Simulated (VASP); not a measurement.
## Pd under changes of volume

One of the cells (15.842 Å³/atom); the others are scaled copies at fixed shape and fractional positions:

```
CELL_PARAMETERS angstrom
2.80210 0.00000 0.00000
-1.40105 2.42669 0.00000
0.00000 0.00000 4.65955
ATOMIC_POSITIONS crystal
Pd 0.33333 0.66667 0.25000
Pd 0.66667 0.33333 0.75000
```

This isn't the form of Pd at room conditions, which is fcc.

| Quantity | Value |
| --- | --- |
| Program | VASP 6.6.1 |
| Functional | PBEsol |
| Potentials or basis | VASP PAW PBE potentials, release 64 (Pd) |
| Cutoff | 520 eV |
| k mesh | 11 × 11 × 6 |
| Occupations | fermi-dirac, width 0.05 eV |
| Spin | no spin polarisation |

| volume (Å³/atom) | energy over the lowest point (meV/atom) | pressure (GPa) |
| --- | --- | --- |
| 14.600 | 0.00 | 0.0 |
| 14.910 | 4.17 | -4.1 |
| 15.221 | 15.60 | -7.6 |
| 15.842 | 56.59 | -13.2 |
| 16.153 | 84.55 | -15.5 |
| 16.463 | ? | ? |

Question: What does the run at 16.463 Å³/atom give?

Answer: Energy over the lowest point 116.57 meV/atom; pressure -17.4 GPa.

Worked out: A Birch-Murnaghan fit of order 3 (a polynomial in V^(-2/3)) to the other rows has its minimum at 14.59 Å³/atom, just outside them, with B0 = V·E''(V) = 204 GPa and B' = 5.7 at fixed shape and positions, which overstates the stiffness. It gives 116.49 meV/atom at 16.463 Å³/atom, against the run's 116.57, and -dE/dV = -17.4 GPa, against -17.4.

Energies are extrapolated to zero smearing.

Caveats: the PAW data sets were made with another functional, which shifts forces and pressure a little.
